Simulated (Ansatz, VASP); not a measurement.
# MoS3: VASP beside Ansatz

One calculation is typed for both programs; each brings its own data sets. How far apart do they land? The cell is generated by rule, not measured, and may not be a known phase. The cell is taken from a series of runs on this material, whose earlier steps may have relaxed, scaled, displaced or heated it; both programs get it as it stands.

Program: Ansatz 0.2.0. Level of theory: plane waves, with VASP 6.6.1 beside it; PBEsol. Results are calculated unless marked as measured.

The structure was built from a prototype and need not be the compound's stable phase.

## 1. The structure

It takes space group I4/mcm (No. 140, tetragonal). Conventional cell: a = 6.547 Å, b = 6.547 Å, c = 9.259 Å, α = 90.00°, β = 90.00°, γ = 90.00°. Mo has 6 S at 2.23 to 2.39 Å nearest. S has 2 Mo at 2.31 to 2.32 Å nearest. Nearest to S lie 2 Mo at 2.23 to 2.39 Å. Farther neighbours and most contacts between anions are not listed. That group holds within 0.01 Å; judged at 0.001 Å it is Fmmm (No. 69).

## 2. Ansatz: single point, PBEsol, pair 1

Ansatz runs on norm-conserving files, of PseudoDojo where its log says so.

With cell and atoms fixed, the geometry can't cause a difference; cores, projectors, grids and the points listed under the comparison can.

File input.yaml:

```yaml
crystal:
  lattice:
    - [4.6295550062, 4.6295550062, 0.0]
    - [4.6295550062, 0.0, 4.6295550062]
    - [4.6295550062, 0.0, -4.6295550062]
  atoms:
    - { symbol: Mo, position: [0.0, 0.0, 1.0] }
    - { symbol: Mo, position: [0.0, 0.5, 0.5] }
    - { symbol: S, position: [0.0, 0.2502803746, 0.7497196254] }
    - { symbol: S, position: [0.0, 0.7497196254, 0.2502803746] }
    - { symbol: S, position: [0.4827197215, 0.7586401393, 0.7586401393] }
    - { symbol: S, position: [0.5172802785, 0.2413598607, 0.2413598607] }
    - { symbol: S, position: [0.0, 0.2583597647, 0.2583597647] }
    - { symbol: S, position: [0.0, 0.7416402353, 0.7416402353] }
kpoints:
  mp_grid: { grid: [8, 8, 8] }
hamiltonian:
  xc: pbesol
  pseudopotentials: { kind: nc, accuracy: standard }
scf:
  occupations: { method: methfessel_paxton, width: 0.15 }
output:
  forces: true
  stress: true
  eigenvalues: true
```

Run with:

```
$ ansatz run input.yaml --threads 4 --pin off --max-ram 7168MiB --backend cpu --events-out ev --progress --plain --runs-dir out
```

Numbers of over 12 decimals in the logs are rounded to 6 here.

What it wrote:

```text
Engine: ansatz 0.2.0, aarch64-unknown-linux-gnu
Pseudopotentials: kind: nc
Pseudopotential: Mo, nc, valence charge 14, recommended cutoff 1088.45545 eV (normal), Mo.nc.azcp (PseudoDojo's, or run here from an input of PseudoDojo's; its table is named by hamiltonian.pseudopotentials.accuracy)
Pseudopotential: S, nc, valence charge 6, recommended cutoff 707.496042 eV (normal), S.nc.azcp (PseudoDojo's, or run here from an input of PseudoDojo's; its table is named by hamiltonian.pseudopotentials.accuracy)
Functional definition: PBEsol
  exchange = pbesol_x
  correlation = pbesol_c
Crystal: 8 atoms, lattice volume = 198.448 Å³
Basis set: ecut = 1088.45545 eV, 16361 PW (Γ), exchange–correlation on 144×144×144 points (8 copies of the dense FFT grid, shifted against one another)
Bands: 40, of which v1, the nominal top of the filled ones, is band 32 counted from 1 (31 counted from 0)
Symmetry: 8 space group operations
Space group: Fmmm (ITA 69), of the structure as read, at distance tolerance 5.8e-5 Å
k-points: 95 of 512
Non-local potential: Mo, projectors of the file, l = 0: 2, l = 1: 2, l = 2: 2
Non-local potential: S, projectors of the file, l = 0: 2, l = 1: 2, l = 2: 2
Initial density: superposition of atomic densities (chi_scale 0.1, normalization cell, long waves kept (reshape's long-wave potential 0.00 eV rms))
Initial wavefunctions: pseudopotential atomic-orbital guess
Functional: x = pbesol(κ = 0.804, μ = 0.123457), c = pbesol(β = 0.046)
SCF iter   1: F=—  HF=-5625.852075 eV  |F-HF|=—  |Δ(HF+E_count)|=         —  Δρ=6.67e-2  dr2=1.33e1  ethr=3.10e-3  ⟨swp⟩=8.5  Hψ=19753  notcnv=0
preconditioner: auto → Resta (q_TF=auto, 2.259 Å⁻¹)  ε∞=7.1  [insulator: Δε(μ)=0.310 eV  Ē_g=7.423 eV  σ=0.150 eV  W_gap=1.05  n_scr=50 (ndim 8)  ℏωp=18.3 eV  f_vac=0.103  D(μ)=-0.27/eV (n_scr^D=0)  ε∞_Penn≈7.1]
SCF iter   2: F=—  HF=-5624.345853 eV  |F-HF|=—  |Δ(HF+E_count)|=    1.51e0  S|Δr|=    0.00e0  Δρ=4.07e-2  dr2=6.56e0  ethr=3.10e-3  ⟨swp⟩=4.0  Hψ=11135  notcnv=0  defer=113
preconditioner: auto → LDOS  [metal: Δε(μ)=0.066 eV  Ē_g=6.602 eV  σ=0.150 eV  W_gap=0.36  n_scr=50 (ndim 8)  ℏωp=18.3 eV  f_vac=0.113  D(μ)=2.58/eV (n_scr^D=14)  β→1.0]
SCF iter   3: F=—  HF=-5623.478390 eV  |F-HF|=—  |Δ(HF+E_count)|=   8.67e-1  S|Δr|=    0.00e0  Δρ=1.10e-2  dr2=2.36e-1  ethr=3.10e-3  ⟨swp⟩=3.4  Hψ=7541  notcnv=0  defer=91
SCF iter   4: F=—  HF=-5623.441396 eV  |F-HF|=—  |Δ(HF+E_count)|=   3.70e-2  S|Δr|=    0.00e0  Δρ=2.79e-3  dr2=2.83e-2  ethr=3.69e-4  ⟨swp⟩=2.8  Hψ=7244  notcnv=0  defer=74
SCF iter   5: F=—  HF=-5623.442342 eV  |F-HF|=—  |Δ(HF+E_count)|=   9.47e-4  S|Δr|=    0.00e0  Δρ=3.25e-3  dr2=6.73e-2  ethr=4.42e-5  ⟨swp⟩=2.4  Hψ=6082  notcnv=0  defer=74  recentre
SCF iter   6: F=—  HF=-5623.436896 eV  |F-HF|=—  |Δ(HF+E_count)|=   5.45e-3  S|Δr|=    0.00e0  Δρ=1.43e-3  dr2=9.86e-3  ethr=4.42e-5  ⟨swp⟩=2.2  Hψ=5306  notcnv=0  defer=74
SCF iter   7: F=—  HF=-5623.435838 eV  |F-HF|=—  |Δ(HF+E_count)|=   1.06e-3  S|Δr|=    0.00e0  Δρ=3.46e-4  dr2=3.24e-4  ethr=1.54e-5  ⟨swp⟩=1.3  Hψ=3818  notcnv=0  defer=74
SCF iter   8: F=—  HF=-5623.435815 eV  |F-HF|=—  |Δ(HF+E_count)|=   2.34e-5  S|Δr|=    0.00e0  Δρ=7.78e-5  dr2=1.42e-5  ethr=5.06e-7  ⟨swp⟩=2.4  Hψ=5710  notcnv=0  defer=74
SCF iter   9: F=—  HF=-5623.435636 eV  |F-HF|=—  |Δ(HF+E_count)|=   1.79e-4  S|Δr|=    0.00e0  Δρ=3.36e-5  dr2=2.43e-6  ethr=2.22e-8  ⟨swp⟩=2.1  Hψ=6546  notcnv=0  defer=74
SCF iter  10: F=—  HF=-5623.435636 eV  |F-HF|=—  |Δ(HF+E_count)|=   6.44e-8  S|Δr|=    0.00e0  Δρ=1.14e-5  dr2=5.26e-7  ethr=3.79e-9  ⟨swp⟩=2.7  Hψ=6925  notcnv=0  defer=74
SCF iter  11: F=-5623.435636 eV  HF=-5623.435636 eV  |F-HF|=5.31e-9  |Δ(HF+E_count)|=   1.12e-7  S|Δr|=    0.00e0  Δρ=3.75e-6  dr2=1.58e-8  ethr=1.56e-10  ⟨swp⟩=10.5  Hψ=22382  notcnv=0
SCF 1 converged in 11 iterations: F = -5623.435636 eV  dr2 = 1.58e-8
SCF converged after 11 iterations
Stability not checked: this state was not tested for a lower state beside it, because cold or Methfessel-Paxton smearing, or corrected tetrahedra, fill the levels in a way that the test cannot read (fill_not_monotonic; see scf.lower_state_search)
Free energy (F): -5623.435636 eV
Harris-Foulkes:  -5623.435636 eV  (|F-HF|=5.31e-9)
Internal energy: -5623.452874 eV  (E = F + TS)
E sigma→0 (E₀):  -5623.439945 eV
Entropy (-TS):   0.017238 eV (2.155 meV/atom)
Fermi energy:    5.395759 eV
Step filling:    the computed levels leave a gap of 0.1888 eV = 1.3 smearing widths at the electron count; against every level under it full and every level over it empty, smearing changes F+E_penalty+E_count by +5.678 meV and its σ→0 estimate by +1.369 meV
--- Per-component energies (eV) ---
  E_band       = -600.620783
  E_kinetic    = 1830.168462
  E_local      = -5693.262413  (includes V_loc(G=0)·N_el)
  E_nonlocal   = 719.308720
  E_hartree    = 1805.333744
  E_xc         = -1066.061850
  E_vxc        = -1067.501379  (∫ρ·V_xc dr)
  E_ewald      = -3218.939536
  E_smearing   = 0.017238  (= −TS)
  E_closure    = 0.000000  (closes the sum)
  Σ components = -5623.435636   (vs F -5623.435636, Δ=0.00e0)
--- Forces (eV/Å), atoms counted from 1 ---
  atom   1  Mo     0.00000000     0.00000000     0.00000000
  atom   2  Mo     0.00000000    -0.00000000     0.00000000
  atom   3  S      0.00000000     0.00000000    -0.01394718
  atom   4  S      0.00000000     0.00000000     0.01394718
  atom   5  S      0.00000000     0.31105281     0.00000000
  atom   6  S      0.00000000    -0.31105281     0.00000000
  atom   7  S     -0.28999138     0.00000000     0.00000000
  atom   8  S      0.28999138     0.00000000     0.00000000
  max |Σ_I F_I| component: 0.00e0 eV/Å
--- Stress (GPa, compression-positive) ---
        1.198023       0.000000       0.000000
        0.000000       1.257769       0.000000
        0.000000       0.000000       0.347113
  P = ⅓ Tr σ = 0.9343 GPa (9.343 kbar)
--- Band table (eV; the first three rows and the last of 95) ---
  k-point 0: bands = [... 28 lower, 4.2652, 4.9771, 4.9774, 4.9779, 5.8443, 5.8475, 5.9028, 5.9409, ... 4 higher]
  k-point 1: bands = [... 28 lower, 4.5090, 4.7371, 4.7524, 4.9863, 5.7283, 5.7515, 5.8193, 6.4214, ... 4 higher]
  k-point 2: bands = [... 28 lower, 4.4353, 4.9585, 5.0704, 5.1184, 5.4707, 5.5214, 5.6646, 6.6737, ... 4 higher]
  k-point 94: bands = [... 28 lower, 3.6246, 3.8217, 4.7460, 4.7553, 5.8285, 5.9931, 6.8870, 6.9390, ... 4 higher]
```

In the SCF lines HF is the Harris–Foulkes energy and dr2 the Hartree energy of the density residual, in eV; the loop may stop once dr2 is under the threshold and the program's other checks hold. Hψ counts applications of the Hamiltonian.

The run ends at a pressure of 0.93 GPa, with forces up to 0.31 eV/Å.

## 3. VASP: single point, PBEsol, pair 1

The same cell, functional, mesh and smearing now go to VASP, with its own data sets.

Lines of VASP's logs that name or quote its potential files are left out, and so is its time.

File INCAR:

```
SYSTEM = MoS3
PREC = Accurate
ENCUT = 500
EDIFF = 1E-06
NELM = 120
ISMEAR = 1
SIGMA = 0.15
LREAL = .FALSE.
ALGO = Normal
GGA = PS
NBANDS = 40
LASPH = .TRUE.
LORBIT = 11
LWAVE = .FALSE.
LCHARG = .FALSE.
ISIF = 2
GGA_COMPAT = .FALSE.
EFERMI = MIDGAP
KPAR = 2
```

File POSCAR:

```
MoS3
1.0
    4.6295550062      4.6295550062      0.0000000000
    4.6295550062      0.0000000000      4.6295550062
    4.6295550062      0.0000000000     -4.6295550062
Mo S
2 6
Direct
    0.0000000000      0.0000000000      0.0000000000
    0.0000000000      0.5000000000      0.5000000000
    0.0000000000      0.2502803746      0.7497196254
    0.0000000000      0.7497196254      0.2502803746
    0.4827197215      0.7586401392      0.7586401392
    0.5172802785      0.2413598607      0.2413598607
    0.0000000000      0.2583597647      0.2583597647
    0.0000000000      0.7416402353      0.7416402353
```

File KPOINTS:

```
Automatic mesh
0
Gamma
8 8 8
0 0 0
```

PAW data sets: Mo_sv and S (PBE family, release 64).

Run with:

```
$ mpirun -np 2 vasp_std
```

What it wrote:

```text
[banner, memory and clock lines left out]
running    2 mpi-ranks, on    1 nodes
 distrk:  each k-point on    1 cores,    2 groups
 distr:  one band on    1 cores,    1 groups

 POSCAR found type information on POSCAR MoS
 POSCAR found :  2 types and       8 ions
|                                                                             |
|               ----> ADVICE to this user running VASP <----                  |
|                                                                             |
|     You enforced a specific xc type in the INCAR file but a different       |
|     [... a line on the potential file left out ...]
|     I HOPE YOU KNOW WHAT YOU ARE DOING!                                     |
|                                                                             |

 LDA part: xc-table for (Slater+PW92), standard interpolation
 POSCAR, INCAR and KPOINTS ok, starting setup
 FFT: planning ... GRIDC
 FFT: planning ... GRID_SOFT
 FFT: planning ... GRID
 WAVECAR not read
 entering main loop
       N       E                     dE             d eps       ncg     rms          rms(c)
DAV:   1     0.479613135736E+03    0.47961E+03   -0.31369E+04  8680   0.139E+03
DAV:   2    -0.214911494230E+02   -0.50110E+03   -0.48277E+03  9672   0.332E+02
DAV:   3    -0.546050345803E+02   -0.33114E+02   -0.31791E+02  9392   0.774E+01
DAV:   4    -0.555216203976E+02   -0.91659E+00   -0.91215E+00  8848   0.133E+01
DAV:   5    -0.555491790353E+02   -0.27559E-01   -0.27543E-01  9448   0.227E+00    0.396E+01
DAV:   6    -0.540186471487E+02    0.15305E+01   -0.32445E+01  7648   0.326E+01    0.171E+01
DAV:   7    -0.505375559674E+02    0.34811E+01   -0.18477E+01  7608   0.256E+01    0.119E+01
DAV:   8    -0.499417916464E+02    0.59576E+00   -0.16925E+00  7912   0.769E+00    0.206E+00
DAV:   9    -0.499357620339E+02    0.60296E-02   -0.13662E-01  9960   0.169E+00    0.107E+00
DAV:  10    -0.499344263023E+02    0.13357E-02   -0.13347E-02  8672   0.714E-01    0.376E-01
DAV:  11    -0.499345012853E+02   -0.74983E-04   -0.27165E-03  8928   0.350E-01    0.189E-01
DAV:  12    -0.499348206588E+02   -0.31937E-03   -0.16610E-03  8648   0.231E-01    0.967E-02
DAV:  13    -0.499349404686E+02   -0.11981E-03   -0.16761E-04  9040   0.677E-02    0.406E-02
DAV:  14    -0.499350914481E+02   -0.15098E-03   -0.94703E-05  7832   0.358E-02    0.109E-02
DAV:  15    -0.499351314619E+02   -0.40014E-04   -0.24840E-05  7952   0.179E-02    0.734E-03
DAV:  16    -0.499351374025E+02   -0.59406E-05   -0.40308E-06  7224   0.744E-03    0.368E-03
DAV:  17    -0.499351386106E+02   -0.12081E-05   -0.10368E-06  6336   0.391E-03    0.121E-03
DAV:  18    -0.499351386861E+02   -0.75514E-07   -0.10104E-07  4304   0.139E-03
   1 F= -.49935139E+02 E0= -.49940878E+02  d E =0.172169E-01
```

From OUTCAR (step 3):

```text
ion  position               nearest neighbor table
   1  0.000  0.000  0.000-   5 2.23   6 2.23   3 2.32   4 2.32   7 2.39   8 2.39
   2  0.000  0.500  0.500-   7 2.24   8 2.24   3 2.31   4 2.31   6 2.39   5 2.39
   3  0.000  0.250  0.750-   2 2.31   1 2.32
   4  0.000  0.750  0.250-   2 2.31   1 2.32
   5  0.483  0.759  0.759-   1 2.23   2 2.39
   6  0.517  0.241  0.241-   1 2.23   2 2.39
   7  0.000  0.258  0.258-   2 2.24   1 2.39
   8  0.000  0.742  0.742-   2 2.24   1 2.39

  LATTYP: Found a face centered cubic cell.
 ALAT       =     9.2591100124

 Subroutine GETGRP returns: Found  8 space group operations
 (whereof  8 operations were pure point group operations)

The static configuration has the point symmetry D_2h.

 Found     95 irreducible k-points:

   k-points           NKPTS =     95   k-points in BZ     NKDIM =     95   number of bands    NBANDS=     40

   dimension x,y,z NGX =    48 NGY =   48 NGZ =   48
   dimension x,y,z NGXF=    96 NGYF=   96 NGZF=   96

   ENCUT  =  500.0 eV  36.75 Ry    6.06 a.u.  11.94 11.94 11.94*2*pi/ulx,y,z

   NELECT =      64.0000    total number of electrons

 k-points in reciprocal lattice and weights: Automatic mesh
   0.00000000  0.00000000  0.00000000       0.002
   0.12500000  0.00000000  0.00000000       0.004
   0.12500000  0.12500000  0.12500000       0.004
   0.00000000 -0.12500000  0.12500000       0.004
   0.25000000  0.00000000  0.00000000       0.004
   0.25000000  0.25000000  0.25000000       0.004
   0.00000000 -0.25000000  0.25000000       0.004
   0.37500000  0.00000000  0.00000000       0.004
   0.37500000  0.37500000  0.37500000       0.004
[...]
0.50000000  0.25000000 -0.25000000       0.004
   0.25000000  0.50000000  0.50000000       0.004

 average (electrostatic) potential at core
       1 -79.2964       2 -79.2980       3 -88.2949       4 -88.2949       5 -88.3188
       6 -88.3188       7 -88.3164       8 -88.3164

 E-fermi :   3.2569

 k-point     1 :       0.0000    0.0000    0.0000
  band No.  band energies     occupation
    ...
     28       2.1205      2.00000
     29       2.1213      2.00000
     30       2.8402      2.00061
     31       2.8405      2.00062
     32       2.8407      2.00062
     33       3.7054     -0.00020
     34       3.7086     -0.00018
     35       3.7644     -0.00002
     36       3.8219     -0.00000
     37       3.8583     -0.00000
    ...

 k-point     2 :       0.1250    0.0000    0.0000
  band No.  band energies     occupation
    ...
     28       2.0992      2.00000
     29       2.4154      2.00000
     30       2.4164      2.00000
     31       2.9963      2.03388
     32       3.0497      2.06486
     33       3.5081     -0.03933
     34       3.5931     -0.00679
     35       3.7026     -0.00022
     36       3.8551     -0.00000
     37       4.7220     -0.00000
    ...

 k-point     3 :       0.1250    0.1250    0.1250
  band No.  band energies     occupation
    ...
     28       2.1002      2.00000
     29       2.4161      2.00000
     30       2.4171      2.00000
     31       2.9970      2.03430
     32       3.0559      2.06743
     33       3.5002     -0.04409
     34       3.5917     -0.00705
     35       3.7058     -0.00019
     36       3.8530     -0.00000
     37       4.7233     -0.00000
    ...

  Total        1.3573679      1.4303428      0.3159668      0.0000000     -0.0000000      0.0000000
  in kB       10.9587349     11.5478991      2.5509635      0.0000000     -0.0000000      0.0000000
  external PRESSURE =       8.3525325 kB  Pullay stress =       0.0000000 kB

  energy-cutoff  :      500.00
  volume of cell :      198.45
      direct lattice vectors                 reciprocal lattice vectors
     4.629555006  4.629555006  0.000000000     0.000000000  0.216003482  0.000000000
     4.629555006  0.000000000  4.629555006     0.108001741 -0.108001741  0.108001741
     4.629555006  0.000000000 -4.629555006     0.108001741 -0.108001741 -0.108001741

 POSITION                                       TOTAL-FORCE (eV/Angst)
 -----------------------------------------------------------------------------------
      0.00000      0.00000      0.00000         0.000000      0.000000     -0.000000
      4.62956      0.00000      0.00000         0.000000      0.000000     -0.000000
      4.62956      0.00000     -2.31218         0.000000      0.000000     -0.013275
      4.62956      0.00000      2.31218         0.000000     -0.000000      0.013275
      9.25911      2.23478      0.00000         0.000000      0.292736     -0.000000
      4.62956      2.39478      0.00000        -0.000000     -0.292736     -0.000000
      2.39218      0.00000      0.00000        -0.272258      0.000000     -0.000000
      6.86693      0.00000      0.00000         0.272258      0.000000     -0.000000
 -----------------------------------------------------------------------------------
    total drift:                                0.000001      0.000000      0.000000

  FREE ENERGIE OF THE ION-ELECTRON SYSTEM (eV)
  ---------------------------------------------------
  free  energy   TOTEN  =       -49.9351386861 eV

  energy  without entropy=      -49.9523555415  energy(sigma->0) =      -49.94087764

 total charge
# of ion       s       p       d       tot
------------------------------------------
    1        2.323   6.251   3.902  12.476
    2        2.323   6.251   3.901  12.475
    3        1.351   2.321   0.000   3.672
    4        1.351   2.321   0.000   3.672
    5        1.352   2.326   0.000   3.678
    6        1.352   2.326   0.000   3.678
    7        1.352   2.325   0.000   3.678
    8        1.352   2.325   0.000   3.678
--------------------------------------------------
tot         12.758  26.446   7.803  47.007

[... 3 further parts left out ...]
```

This run has no spin polarisation, so a moment on Mo, if there is one, isn't seen.

## 4. Side by side

Known differences besides the potentials themselves: the cutoff is 1088.46 eV in Ansatz and 500 eV in VASP. Total energies have different zeros and are not compared.

Compared:

| quantity | Ansatz | VASP | difference |
| --- | --- | --- | --- |
| pressure (GPa) | 0.93 | 0.84 | +0.10 |

Forces (eV/Å; atoms numbered as in POSCAR):

| atom | Ansatz x, y, z | VASP x, y, z |
| --- | --- | --- |
| Mo1 | 0.000, 0.000, 0.000 | 0.000, 0.000, 0.000 |
| Mo2 | 0.000, 0.000, 0.000 | 0.000, 0.000, 0.000 |
| S3 | 0.000, 0.000, -0.014 | 0.000, 0.000, -0.013 |
| S4 | 0.000, 0.000, 0.014 | 0.000, 0.000, 0.013 |
| S5 | 0.000, 0.311, 0.000 | 0.000, 0.293, 0.000 |
| S6 | 0.000, -0.311, 0.000 | 0.000, -0.293, 0.000 |
| S7 | -0.290, 0.000, 0.000 | -0.272, 0.000, 0.000 |
| S8 | 0.290, 0.000, 0.000 | 0.272, 0.000, 0.000 |

The forces differ by 7.4 meV/Å r.m.s., which is 6.4 % of the r.m.s. force of 0.115 eV/Å (both taken over all components).

(Continued in part 2 of 2.)

[Lines on the potential files, build, host, timing and source positions are cut from VASP's logs without a mark.]

[Logs are printed without paths, hosts, clocks, repeated set-up lines and the standing remarks that a program may print on its own settings, such as how far it seeks lower states.]

[Hosts, paths, dates, database ids (printed as entryN), source tags and the programs' standing remarks are cut or masked in the printed files.]
